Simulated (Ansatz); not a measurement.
Runs of Ansatz 0.2.0 on WS2 (Tungstenite). The structure is hexagonal, space group P6_3/mmc (No. 194). Conventional cell: a = 3.180 Å, b = 3.180 Å, c = 12.500 Å, α = 90.00°, β = 90.00°, γ = 120.00°. W (site symmetry -6m2) has 6 S at 2.41 Å as nearest neighbours. Around S (site symmetry 3m) lie 3 W at 2.41 Å. 

| task | level | spin | cell | k mesh | smearing | points for each segment of the path | gap on the mesh (eV) | pressure (GPa) | relaxed volume (Å³/atom) | largest force (eV/Å) |
| --- | --- | --- | --- | --- | --- | --- | --- | --- | --- | --- |
| single point | PBE | off | as given | 10 × 10 × 3 | gaussian 0.05 eV | - | 1.12 | 2.3 | - | 0.13 |
| band structure | PBE | SOC, no magnetisation | as given | 7 × 7 × 3 | fermi-dirac 0.05 eV | 14 | (b) | 2.2 | - | 0.12 |
| single point | LDA | off | as given | 10 × 10 × 3 | gaussian 0.02 eV | - | 1.04 | -5.6 | - | 0.36 |
| relaxation of cell and atoms | PBEsol+D4 | off | relaxed | 10 × 10 × 3 | fermi-dirac 0.05 eV | - | 0.84 | 0.0 | 16.93 | - |
| relaxation of cell and atoms | BLYP+D4 | off | relaxed | 10 × 10 × 3 | fermi-dirac 0.05 eV | - | 0.91 | 0.0 | 17.64 | - |
| relaxation of cell and atoms | revPBE | off | relaxed | 10 × 10 × 3 | fermi-dirac 0.05 eV | - | 1.90 | 0.0 | 26.22 | - |
| single point | PBE | off | as given | 10 × 10 × 3 | gaussian 0.011 eV | - | 1.12 | 2.3 | - | 0.13 |
| band structure | LDA | off | as given | 10 × 10 × 3 | fermi-dirac 0.05 eV | 14 | 1.04 | -5.6 | - | 0.36 |
| band structure | revPBE | off | as given | 10 × 10 × 3 | fermi-dirac 0.05 eV | 14 | (a) | 4.2 | - | 0.18 |
| relaxation of cell and atoms | BLYP+D3(BJ) | off | relaxed | 10 × 10 × 3 | fermi-dirac 0.05 eV | - | 0.84 | 0.0 | 17.28 | - |
| relaxation of cell and atoms | LDA | off | relaxed | 10 × 10 × 3 | fermi-dirac 0.05 eV | - | 0.90 | 0.0 | 17.16 | - |
| relaxation of cell and atoms | PBEsol+D3(BJ) | off | relaxed | 10 × 10 × 3 | fermi-dirac 0.05 eV | - | 0.72 | 0.0 | 16.48 | - |

Alike in all rows: potentials or basis Ansatz PAW; cutoff (eV) 420.

Estimate the missing entries.

(a) 1.16; (b) 1.09.

Caveats: spin-orbit coupling is left out, which moves the levels of the heavy elements (some runs); odd divisions of the mesh miss points on the zone boundary, where band edges often lie, so the gap on the mesh can be too wide (some runs); the PAW data sets come from PBE, with cores solved anew for the run's functional, which leaves a small shift of forces and pressure (some runs); the plane-wave basis is chosen anew once the cell has moved, so the energies of steps on either side of that aren't comparable (some runs); this functional lacks dispersion, which binds the layers, so the pressure and a relaxed spacing across them are unreliable (some runs); the k mesh misses the band edges, so the gap on the mesh is wider than the one along the path (some runs); the volume moved by over 15 % at a fixed basis, so the end points are rough (some runs).

A k mesh can miss the band edges, and rows without SOC leave out spin-orbit coupling on W.
